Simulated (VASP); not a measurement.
A run of VASP 6.6.1:

File INCAR:

```
SYSTEM = BeTe
  PREC = Accurate
  ENCUT = 520
  EDIFF = 1E-6
  ISMEAR = 0
  SIGMA = 0.1
  LREAL = .FALSE.
  LASPH = .TRUE.
  NELM = 120
  ALGO = Normal
  ISIF = 3
  LWAVE = .FALSE.
  LCHARG = .FALSE.
  GGA = PE
  IBRION = 2
  NSW = 90
  EDIFFG = -0.01
```

KPOINTS

```
regular mesh
0
G
  8 8 8
  0 0 0
```

POSCAR

```
BeTe
1.0
    0.0000000000      2.7700000000      2.7700000000
    2.7700000000      0.0000000000      2.7700000000
    2.7700000000      2.7700000000      0.0000000000
Be Te
1 1
Direct
    0.0000000000      0.0000000000      0.0000000000
    0.7500000000      0.7500000000      0.7500000000
```

Potentials or basis: VASP PAW PBE potentials, release 64 (Be, Te).

Run with:

```bash
$ cat potpaw_PBE.64/Be/POTCAR potpaw_PBE.64/Te/POTCAR > POTCAR
$ mpirun -np 1 vasp_std > vasp.out
```

Hardware: 1 thread of Intel(R) Xeon(R) 6975P-C (Granite Rapids), with other jobs on the host.

Question: Estimate the wall time of this run.

Answer: Wall time 14 s on 1 thread of Intel(R) Xeon(R) 6975P-C (Granite Rapids), with other jobs on the host, peak memory 0.17 GiB. Counts: scf iterations 27, k points 29, ion steps 3.
